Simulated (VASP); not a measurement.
Elastic constants (GPa) of a crystal from VASP with PBEsol GGA, VASP's PBE PAW potentials (set 64):

```tsv
	xx	yy	zz	yz	xz	xy
xx	171.2	116.6	116.6	0.0	0.0	0.0
yy	116.6	171.2	116.6	0.0	0.0	0.0
zz	116.6	116.6	171.2	0.0	0.0	0.0
yz	0.0	0.0	0.0	79.0	0.0	0.0
xz	0.0	0.0	0.0	0.0	79.0	0.0
xy	0.0	0.0	0.0	0.0	0.0	79.0
```

Finite-difference elastic constants of metals are sensitive to mesh and smearing; shear constants can be off by tens of GPa.

Q: Work out the Voigt, Reuss and Hill moduli, Young's modulus and Poisson's ratio.

A: All eigenvalues are positive (smallest 54.6 GPa), so the crystal is stable. K_V = (C11+C22+C33+2(C12+C13+C23))/9 = (513.6 + 2×349.8)/9 = 134.8 GPa; G_V = (513.6 − 349.8 + 3×237.0)/15 = 58.3 GPa. From the compliances, K_R = 134.8 GPa and G_R = 44.9 GPa. Hill: K = 134.8 GPa, G = 51.6 GPa, E = 9KG/(3K+G) = 137.4 GPa, ν = (3K−2G)/(2(3K+G)) = 0.330. K/G = 2.61, above Pugh's 1.75; universal anisotropy A^U = 1.49.

Q: With a density of 6.89 g/cm³, what are the mean sound speeds?

A: v_l = √((K+4G/3)/ρ) = 5.44 km/s and v_t = √(G/ρ) = 2.74 km/s. The crystal is InN (zinc blende), cubic.

The compound is InN in the zinc blende structure, a metastable form; wurtzite is the usual one. It was relaxed first.
